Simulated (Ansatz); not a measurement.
Runs of Ansatz 0.2.0 on TePb. The structure is cubic, space group Fm-3m (No. 225). Conventional cell: a = 6.462 Å, b = 6.462 Å, c = 6.462 Å, α = 90.00°, β = 90.00°, γ = 90.00°. Around Pb (site symmetry m-3m) lie 6 Te at 3.23 Å. Te (site symmetry m-3m) is surrounded by 6 Pb at 3.23 Å. 

| task | level | spin | cell | k mesh | smearing | points for each segment of the path | atoms under strain | q mesh | mesh quality | pressure (GPa) |
| --- | --- | --- | --- | --- | --- | --- | --- | --- | --- | --- |
| band structure | LDA | SOC, no magnetisation | as given | 5 × 5 × 5 | fermi-dirac 0.05 eV | 14 | - | - | not flagged | -2.0 |
| elastic constants | PBEsol | off | as given | 5 × 5 × 5 | fixed | - | relaxed | - | not flagged | -0.4 |
| single point | PBE0 | SOC, no magnetisation | as given | 3 × 3 × 3 | fermi-dirac 0.05 eV | - | - | - | coarse | (a) |
| band structure | PBEsol | off | as given | 7 × 7 × 7 | fermi-dirac 0.05 eV | 14 | - | - | not flagged | -0.4 |
| relaxation of cell and atoms | LDA | off | relaxed | 7 × 7 × 7 | fermi-dirac 0.05 eV | - | - | - | not flagged | 0.0 |

Alike in all rows: potentials or basis Ansatz PAW; cutoff (eV) 420.

Problem. Estimate the missing entries.

Solution. (a) 0.8.

Caveats: some runs use coarse meshes; the PAW data sets come from PBE, with cores solved anew for the run's functional, which leaves a small shift of forces and pressure; the thresholds are loose for stress (some runs); the plane-wave basis is chosen anew once the cell has moved, so the energies of steps on either side of that aren't comparable (some runs).

Runs at the PBE level aren't shown here.
